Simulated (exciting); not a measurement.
Si:

```
Si
1.0
     0.00000    2.72185    2.72185
     2.72185    0.00000    2.72185
     2.72185    2.72185    0.00000
Si
2
Direct
  0.50931 0.48936 0.50317
  0.74387 0.75191 0.74386
```

The cell isn't the ideal one: atoms moved at random, drawn with an rms of 0.05 Å.

* Program: exciting (release sodium)
* Task: relaxation of the atoms
* Functional: RPBE
* Dispersion: D2
* Potentials or basis: all-electron LAPW+lo, shipped species files, valence relativity iora*
* rgkmax: 7.5
* k mesh: 4 × 4 × 4
* Occupations: fermi-dirac, width 0.1 eV
* Spin: no spin polarisation

At the start: volume 20.16 Å³/atom.

Question: Where does the relaxation end?

Answer: Over 4 steps the energy falls by 17.0 meV/atom; space group Fd-3m (No. 227, to 0.05 Å).

The path:
```csv
step,energy change (eV),largest force (eV/Å)
1,0.0000,0.9054
2,-0.0158,0.6682
3,-0.0339,0.0482
4,-0.0340,0.0022
```

Final structure:
```
Si
1.0
     0.00000    2.72185    2.72185
     2.72185    0.00000    2.72185
     2.72185    2.72185    0.00000
Si
2
Direct
  0.50162 0.49562 0.49851
  0.75156 0.74565 0.74853
```

Caveat: the k mesh is coarse (spacing up to 0.50 Å⁻¹), so the values aren't converged; the log's total energy holds no entropy term; the free energy is that total less TS from the occupations.
